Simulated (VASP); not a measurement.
CdTe in VASP 6.6.1, single-point calculation

INCAR

```
LMAXMIX = 4
GGA = PE
LDAUL = 2 -1
ENCUT = 520
LDAU = .TRUE.
NSW = 0
ISMEAR = -1
LDAUU = 2.0 0
LWAVE = .FALSE.
NBANDS = 16
NELM = 120
EDIFF = 0.0001
IBRION = -1
LREAL = .FALSE.
LCHARG = .FALSE.
PREC = Medium
LDAUJ = 0 0
LDAUTYPE = 2
LASPH = .TRUE.
SIGMA = 0.02
ISIF = 2
```

KPOINTS

```
KPOINTS created by Atomic Simulation Environment
0
Gamma
6 6 6
0 0 0
```

POSCAR

```
Cd Te
 1.0000000000000000
     0.0000000000000000    3.2471555649999999    3.2471555649999999
     3.2471555649999999    0.0000000000000000    3.2471555649999999
     3.2471555649999999    3.2471555649999999    0.0000000000000000
 Cd  Te
   1   1
Cartesian
  0.0000000000000000  0.0000000000000000  0.0000000000000000
  1.6235777825000000  1.6235777825000000  1.6235777825000000
```

The recommended PBE PAW datasets give the neutral cell 18 valence electrons.

Command

```
mpirun -np 1 vasp_std
```

OSZICAR

```
N       E                     dE             d eps       ncg     rms          rms(c)
DAV:   1     0.100593148053E+03    0.10059E+03   -0.83710E+03   512   0.972E+02
DAV:   2    -0.103946584436E+01   -0.10163E+03   -0.97236E+02   624   0.234E+02
DAV:   3    -0.457360648288E+01   -0.35341E+01   -0.35310E+01   640   0.473E+01
DAV:   4    -0.460319326831E+01   -0.29587E-01   -0.29586E-01   768   0.376E+00
DAV:   5    -0.460325318260E+01   -0.59914E-04   -0.59914E-04   632   0.163E-01    0.586E+00
DAV:   6    -0.440705605436E+01    0.19620E+00   -0.34672E-01   592   0.697E+00    0.454E+00
DAV:   7    -0.439540196651E+01    0.11654E-01   -0.11125E-01   576   0.220E+00    0.164E+00
DAV:   8    -0.439706465442E+01   -0.16627E-02   -0.12959E-02   584   0.128E+00    0.491E-01
DAV:   9    -0.439750229991E+01   -0.43765E-03   -0.11109E-03   568   0.341E-01    0.128E-01
DAV:  10    -0.439756645801E+01   -0.64158E-04   -0.12308E-04   584   0.118E-01
   1 F= -.43975665E+01 E0= -.43975665E+01  d E =-.118223E-10
```

From OUTCAR

```
k-points           NKPTS =     16   k-points in BZ     NKDIM =     16   number of bands    NBANDS=     16

   NELECT =      18.0000    total number of electrons

   dimension x,y,z NGX =    28 NGY =   28 NGZ =   28
   dimension x,y,z NGXF=    32 NGYF=   32 NGZF=   32

  energy-cutoff  :      520.00
  volume of cell :       68.48
      direct lattice vectors                 reciprocal lattice vectors
     0.000000000  3.247155565  3.247155565    -0.153980920  0.153980920  0.153980920
     3.247155565  0.000000000  3.247155565     0.153980920 -0.153980920  0.153980920
     3.247155565  3.247155565  0.000000000     0.153980920  0.153980920 -0.153980920

 k-points in reciprocal lattice and weights: KPOINTS created by Atomic Simulation Env
   0.00000000  0.00000000  0.00000000       0.005
   0.16666667  0.00000000  0.00000000       0.037
   0.33333333  0.00000000  0.00000000       0.037
   0.50000000  0.00000000  0.00000000       0.019
   0.16666667  0.16666667  0.00000000       0.028
   0.33333333  0.16666667  0.00000000       0.111
   0.50000000  0.16666667  0.00000000       0.111
  -0.33333333  0.16666667  0.00000000       0.111
   ...

 E-fermi :   2.6550

 k-point     1 :       0.0000    0.0000    0.0000
  band No.  band energies     occupation
      1      -8.8367      2.00000
      2      -6.7730      2.00000
      3      -6.7729      2.00000
      4      -6.7729      2.00000
      5      -6.5382      2.00000
      6      -6.5382      2.00000
      7       2.2313      2.00000
      8       2.2313      2.00000
      9       2.2313      2.00000
     10       3.0693      0.00000
     11       6.9225      0.00000
     12       6.9225      0.00000
     13       6.9226      0.00000
     14       9.7438      0.00000
     15      11.5445      0.00000
     16      11.5445      0.00000

 k-point     2 :       0.1667    0.0000    0.0000
  band No.  band energies     occupation
      1      -8.7610      2.00000
      2      -6.7571      2.00000
      3      -6.7570      2.00000
      4      -6.6681      2.00000
      5      -6.5392      2.00000
      6      -6.5392      2.00000
      7       0.5293      2.00000
      8       2.0152      2.00000
      9       2.0152      2.00000
     10       4.1533      0.00000
     11       7.0178      0.00000
     12       7.2516      0.00000
     13       7.2517      0.00000
     14      10.6889      0.00000
     15      10.6889      0.00000
     16      10.7251      0.00000

 k-point     3 :       0.3333    0.0000    0.0000
  band No.  band energies     occupation
      1      -8.6248      2.00000
      2      -6.7292      2.00000
      3      -6.7292      2.00000
      4      -6.5365      2.00000
      5      -6.5365      2.00000
      6      -6.3449      2.00000
      7      -1.2766      2.00000
      8       1.6525      2.00000
      9       1.6525      2.00000
     10       4.2308      0.00000
     11       7.5139      0.00000
     12       7.5140      0.00000
     13       8.5308      0.00000
     14      10.3465      0.00000
     15      11.1100      0.00000
     16      11.1100      0.00000

 ...

  Total        1.0780305      1.0780305      1.0780305      0.0000000     -0.0000000      0.0000000
  in kB       25.2233264     25.2233264     25.2233264      0.0000000     -0.0000000      0.0000000
  external PRESSURE =      25.2233264 kB  Pullay stress =       0.0000000 kB

 POSITION                                       TOTAL-FORCE (eV/Angst)
 -----------------------------------------------------------------------------------
      0.00000      0.00000      0.00000        -0.000000     -0.000000     -0.000000
      1.62358      1.62358      1.62358         0.000000      0.000000      0.000000
 -----------------------------------------------------------------------------------
    total drift:                               -0.000035     -0.000035     -0.000028

  FREE ENERGIE OF THE ION-ELECTRON SYSTEM (eV)
  ---------------------------------------------------
  free  energy   TOTEN  =        -4.3975664580 eV

  energy  without entropy=       -4.3975664580  energy(sigma->0) =       -4.39756646
```

It converged. Results: gap between bands v and c on the k mesh 0.84 eV; least direct gap on the k mesh 0.84 eV; pressure 2.5 GPa. Band v is the last that the valence electrons fill when counted band by band, and c is the next.

For comparison, a separate PBE run of the intended cell, on usual settings and not on those above, gives a gap of 0.75 eV on its mesh and a pressure of 2.4 GPa.

The run above took about 11 s on one core of a shared host (Intel Xeon Platinum 8488C) and held 0.13 GiB at most.
